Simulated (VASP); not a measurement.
# TaN (P6_3/mmc) in VASP: settings compared, part 2 of 2

VASP 6.6.1. Earlier steps stand in the parts before.

## 3. Single point, PBEsol

INCAR

```
SYSTEM = TaN
  ALGO = Fast
  EDIFF = 1E-6
  ENCUT = 520
  GGA = PS
  ISIF = 2
  ISMEAR = -1
  LASPH = .TRUE.
  LCHARG = .FALSE.
  LREAL = .FALSE.
  LWAVE = .FALSE.
  NBANDS = 24
  NELM = 80
  PREC = Accurate
  SIGMA = 0.05
```

KPOINTS

```
k-points
0
G
  7 7 4
  0 0 0
```

POSCAR

```
TaN
1.0
    2.9217699809      0.0000000000      0.0000000000
   -1.4608849905      2.5303270275      0.0000000000
    0.0000000000      0.0000000000      5.9165150000
Ta N
2 2
Direct
    0.0000000000      0.0000000000      0.5000000000
    0.0000000000      0.0000000000      0.0000000000
    0.3333333333      0.6666666667      0.2500000000
    0.6666666667      0.3333333333      0.7500000000
```

Potentials or basis: VASP PAW PBE potentials, release 64 (Ta_pv, N).

Run with:

```
cat potpaw_PBE.64/Ta_pv/POTCAR potpaw_PBE.64/N/POTCAR > POTCAR
mpirun -np 1 vasp_std > vasp.out
```

OUTCAR:

```text
SYSTEM = TaN
   EDIFF = 1E-6
   ENCUT = 520
   GGA = PS
   ISIF = 2
   ISMEAR = -1
   LASPH = .TRUE.
   LREAL = .FALSE.
   NELM = 80
   PREC = Accurate

 ion  position               nearest neighbor table
   1  0.000  0.000  0.500-   3 2.24   4 2.24   4 2.24   3 2.24   4 2.24   3 2.24   2 2.96   2 2.96

   2  0.000  0.000  0.000-   3 2.24   4 2.24   4 2.24   3 2.24   4 2.24   3 2.24   1 2.96   1 2.96

   3  0.333  0.667  0.250-   1 2.24   2 2.24   1 2.24   2 2.24   1 2.24   2 2.24
   4  0.667  0.333  0.750-   1 2.24   2 2.24   1 2.24   2 2.24   1 2.24   2 2.24

  LATTYP: Found a hexagonal cell.
 ALAT       =     2.9217699809
[... 849 lines left out ...]
  -------------------------------------------------------------------------------------
  Total       -2.7527488     -2.7527488     -2.4161413      0.0000000      0.0000000      0.0000000
  in kB     -100.8297097   -100.8297097    -88.5002031      0.0000000      0.0000000      0.0000000
  external PRESSURE =     -96.7198741 kB  Pullay stress =       0.0000000 kB

 VOLUME and BASIS-vectors are now :
 -----------------------------------------------------------------------------
  energy-cutoff  :      520.00
  volume of cell :       43.74
      direct lattice vectors                 reciprocal lattice vectors
     2.921769981  0.000000000  0.000000000     0.342258291  0.197602916  0.000000000
    -1.460884991  2.530327027  0.000000000     0.000000000  0.395205833  0.000000000
     0.000000000  0.000000000  5.916515000     0.000000000  0.000000000  0.169018417

 POSITION                                       TOTAL-FORCE (eV/Angst)
 -----------------------------------------------------------------------------------
      0.00000      0.00000      2.95826        -0.000000      0.000000     -0.000000
      0.00000      0.00000      0.00000        -0.000000      0.000000     -0.000000
     -0.00000      1.68688      1.47913        -0.000000      0.000000      0.000000
      1.46088      0.84344      4.43739         0.000000     -0.000000      0.000000
 -----------------------------------------------------------------------------------
    total drift:                               -0.000000      0.000000      0.000000

  FREE ENERGIE OF THE ION-ELECTRON SYSTEM (eV)
  ---------------------------------------------------
  free  energy   TOTEN  =       -46.7312887374 eV

  energy  without entropy=      -46.7202123223  energy(sigma->0) =      -46.72575053
```

OSZICAR:

```text
N       E                     dE             d eps       ncg     rms          rms(c)
DAV:   1     0.265597010660E+03    0.26560E+03   -0.17132E+04  1152   0.140E+03
DAV:   2    -0.379231441497E+02   -0.30352E+03   -0.28786E+03  1376   0.408E+02
DAV:   3    -0.514105935819E+02   -0.13487E+02   -0.13276E+02  1480   0.828E+01
DAV:   4    -0.515901951056E+02   -0.17960E+00   -0.17939E+00  1264   0.982E+00
DAV:   5    -0.515924680342E+02   -0.22729E-02   -0.22724E-02  1512   0.925E-01    0.320E+01
RMM:   6    -0.469551192010E+02    0.46373E+01   -0.14044E+01  1409   0.183E+01    0.145E+01
RMM:   7    -0.467611279787E+02    0.19399E+00   -0.12262E+00  1390   0.740E+00    0.797E+00
RMM:   8    -0.467283610000E+02    0.32767E-01   -0.38010E-01  1450   0.329E+00    0.879E-01
RMM:   9    -0.467315233350E+02   -0.31623E-02   -0.80262E-02  1540   0.133E+00    0.388E-01
RMM:  10    -0.467312089306E+02    0.31440E-03   -0.78459E-03  1527   0.533E-01    0.115E-01
RMM:  11    -0.467312622283E+02   -0.53298E-04   -0.18277E-03  1537   0.237E-01    0.501E-02
RMM:  12    -0.467312835653E+02   -0.21337E-04   -0.31988E-04  1631   0.929E-02    0.124E-02
RMM:  13    -0.467312880257E+02   -0.44604E-05   -0.53255E-05  1562   0.390E-02    0.588E-03
RMM:  14    -0.467312887374E+02   -0.71171E-06   -0.92140E-06  1298   0.171E-02
   1 F= -.46731289E+02 E0= -.46725751E+02  d E =-.110764E-01
```

stdout:

```text
POSCAR found type information on POSCAR TaN
 POSCAR found :  2 types and       4 ions
 scaLAPACK will be used
 -----------------------------------------------------------------------------
|                                                                             |
|                                                                             |
|     You enforced a specific xc type in the INCAR file but a different       |
|     I HOPE YOU KNOW WHAT YOU ARE DOING!                                     |
|                                                                             |
 -----------------------------------------------------------------------------

 LDA part: xc-table for (Slater+PW92), standard interpolation
 POSCAR, INCAR and KPOINTS ok, starting setup
 FFT: planning ... GRIDC
 FFT: planning ... GRID_SOFT
 FFT: planning ... GRID
 WAVECAR not read
 entering main loop
```

Run time: 21 s. Hardware: 1 thread of AMD EPYC 9R14 (Zen 4), shared host; peak memory 0.14 GiB.

Results:

* Free energy: -46.7313 eV
* Pressure: -9.7 GPa
* Band gap on the k mesh: none (metal or under the smearing width)

Caveat: the PAW data sets were made with another functional, which shifts forces and pressure a little. The run has no spin-orbit coupling, so splittings on Ta are missing.

## 4. Single point, PBEsol+U

Changes to INCAR since step 3:

```diff
@@ -9,2 +9,9 @@
   LCHARG = .FALSE.
+  LDAU = .TRUE.
+  LDAUJ = 0 0
+  LDAUL = 2 -1
+  LDAUPRINT = 1
+  LDAUTYPE = 2
+  LDAUU = 2 0
+  LMAXMIX = 4
   LREAL = .FALSE.
```

KPOINTS is that of step 3.

POSCAR is that of step 3.

Run with:

```
cat potpaw_PBE.64/Ta_pv/POTCAR potpaw_PBE.64/N/POTCAR > POTCAR
mpirun -np 1 vasp_std > vasp.out
```

Wall time 21 s (1 thread of AMD EPYC 9R14 (Zen 4), shared host); peak memory 0.14 GiB.

Results (log left out):

* Free energy: -43.0272 eV
* Pressure: -3.6 GPa
* Band gap on the k mesh: none (metal or under the smearing width)

Stress tensor (GPa, compression positive):
```
-4.44  0.00  0.00
 0.00 -4.44  0.00
 0.00  0.00 -1.96
```

Levels at points of the mesh, in eV from the Fermi level:
| k point | band 14 | band 15 | band 16 | band 17 | band 18 | band 19 |
| --- | --- | --- | --- | --- | --- | --- |
| (0.00, 0.00, 0.00) | -2.01 | -2.01 | -0.11 | -0.11 | 0.65 | 0.65 |
| (0.00, 0.00, 0.50) | -3.80 | -0.62 | -0.62 | 1.07 | 1.07 | 1.07 |

Eigenvalues of the final occupation matrices:
```tsv
site	spin	trace	eigenvalues
site 1 d	1	1.22	0.20 0.20 0.27 0.27 0.27
site 1 d	2	1.22	0.20 0.20 0.27 0.27 0.27
site 2 d	1	1.22	0.20 0.20 0.27 0.27 0.27
site 2 d	2	1.22	0.20 0.20 0.27 0.27 0.27
```

Caveat: the PAW data sets were made with another functional, which shifts forces and pressure a little; U without spin polarisation on a metal has little footing.

## 5. The reference run

An earlier run on the cell as given: functional PBE; potentials or basis VASP PAW PBE potentials, release 64 (Ta_pv, N); cutoff 520 eV; k mesh 10 × 10 × 5; occupations fermi-dirac, width 0.05 eV; no spin polarisation.

* Pressure: -0.4 GPa
* Band gap on the k mesh: none (metal or under the smearing width)

## 6. Summary

```tsv
task	level	U	cell	k mesh	cutoff (eV)	gap on the mesh (eV)	pressure (GPa)
relaxation of cell and atoms	PBEsol+D3(BJ)	-	relaxed	10 × 10 × 5	600	none	0.3
single point	PBEsol	-	as given	7 × 7 × 4	520	none	-9.7
single point	PBEsol+U	Ta d U = 2 eV	as given	7 × 7 × 4	520	none	-3.6
single point	PBE	-	as given	10 × 10 × 5	520	none	-0.4
```

Alike in all rows: potentials or basis VASP PAW PBE potentials, release 64 (Ta_pv, N); no spin polarisation; smearing fermi-dirac 0.05 eV.

Every run on the cell as given and a fine mesh finds a metal. The pressure there spans -9.7 GPa (PBEsol) to -0.4 GPa (PBE); a positive pressure means that this level wants a larger cell, a negative one a smaller.

Caveats: the PAW data sets were made with another functional, which shifts forces and pressure a little (some runs); pairwise dispersion overbinds metals, which lowers pressure and volume (some runs); U without spin polarisation on a metal has little footing (some runs).

Total energies depend on the potentials used, so only differences within one code and one set of settings carry meaning.
